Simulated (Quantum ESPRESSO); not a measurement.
Rh:

```
Rh
1.0
     0.00000    1.89785    1.89785
     1.89785    0.00000    1.89785
     1.89785    1.89785    0.00000
Rh
1
Direct
  0.00000 0.00000 0.00000
```

Program: Quantum ESPRESSO 7.5. Alike in all runs: task band structure; potentials or basis SG15 PBE 1.2; no spin polarisation; cell as given; cutoff (eV) 952; smearing fermi-dirac 0.05 eV.

Problem. Order these runs on this cell by their pressure, lowest first.
A. level RPBE; k mesh 12 × 12 × 12; SCF threshold 2e-10 Ry
B. level LDA; k mesh 12 × 12 × 12; form of the LDA correlation PZ81; SCF threshold 2e-10 Ry
C. level r2SCAN; k mesh 9 × 9 × 9; SCF threshold 1e-08 Ry; symmetry off
D. level EV93PW91; k mesh 12 × 12 × 12; SCF threshold 2e-10 Ry
E. level PBEsol; k mesh 12 × 12 × 12; SCF threshold 2e-10 Ry

Solution. B (-11.3 GPa), E (-4.2 GPa), C (-1.0 GPa), A (12.8 GPa), D (36.2 GPa).

Caveats: the potentials were made for another functional, which shifts forces and pressure; the potentials were made for a functional far from this one (some runs); a pressure of tens of GPa on the cell as given is suspect, and the run, the potentials or the cell itself is likely at fault (some runs).

Runs at the PBE level aren't shown here.
